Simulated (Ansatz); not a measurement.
# P: the cost of one run

Computed with Ansatz 0.2.0 (DFT PBEsol, scalar-relativistic, plane waves, PAW, unless a step's input says otherwise).

3 further runs of the same task are left out: 1 that didn't finish, 2 set aside as unsound or not needed. Runs told in other sessions of the task aren't counted.

## 1. The system as given

It takes space group Pmna (No. 53, orthorhombic). The conventional cell has a = 3.284 Å, b = 34.875 Å, c = 4.437 Å, α = 90.00°, β = 90.00°, γ = 90.00°. P (site symmetry m) is surrounded by 3 P at 2.21 to 2.24 Å.

As a file:

```cif
data_structure
_symmetry_space_group_name_H-M 'Pmna'
_symmetry_Int_Tables_number 53
_cell_length_a 3.2844
_cell_length_b 34.8747
_cell_length_c 4.4369
_cell_angle_alpha 90.000
_cell_angle_beta 90.000
_cell_angle_gamma 90.000
_cell_volume 508.21
loop_
_atom_site_label
_atom_site_type_symbol
_atom_site_symmetry_multiplicity
_atom_site_Wyckoff_symbol
_atom_site_fract_x
_atom_site_fract_y
_atom_site_fract_z
_atom_site_occupancy
P1 P 4 h 0.50000 0.96969 0.08262 1
```

It goes back to an entry of the Materials Project, which need not be the stable form.

It is built from the cell relaxed beforehand with the same method (127.05 Å³/atom).

## 2. The reference: the undisturbed cell on the scan's mesh

File input.yaml:

```yaml
crystal:
  lattice:
    - [-3.2843671164, 0.0, 0.0]
    - [0.0, 0.0, -4.4369101505]
    - [0.0, -69.7494942429, 0.0]
  atoms:
    - { symbol: P, position: [0.0, 0.4173798676, 0.0151561881] }
    - { symbol: P, position: [0.0, 0.4173798676, 0.5151561881] }
    - { symbol: P, position: [0.0, 0.5826201324, 0.4848438119] }
    - { symbol: P, position: [0.0, 0.5826201324, 0.9848438119] }
    - { symbol: P, position: [0.5, 0.9173798676, 0.4848438119] }
    - { symbol: P, position: [0.5, 0.9173798676, 0.9848438119] }
    - { symbol: P, position: [0.5, 0.0826201324, 0.0151561881] }
    - { symbol: P, position: [0.5, 0.0826201324, 0.5151561881] }
basis:
  ecutwfc: 420
kpoints:
  mp_grid: { grid: [8, 6, 1] }
hamiltonian:
  xc: pbesol
scf:
  occupations: { method: gaussian, width: 0.05 }
output:
  forces: true
  stress: true
  eigenvalues: true
```

Command:

```sh
$ ansatz run input.yaml --threads 2 --pin off --max-ram 5120MiB --backend cpu --events-out ev --progress --plain --runs-dir out
```

Q: Estimate wall time and peak memory on 2 threads of AMD EPYC 7R43 (Zen 3), shared host.

About 17 s, with a peak of 1.2 GiB.
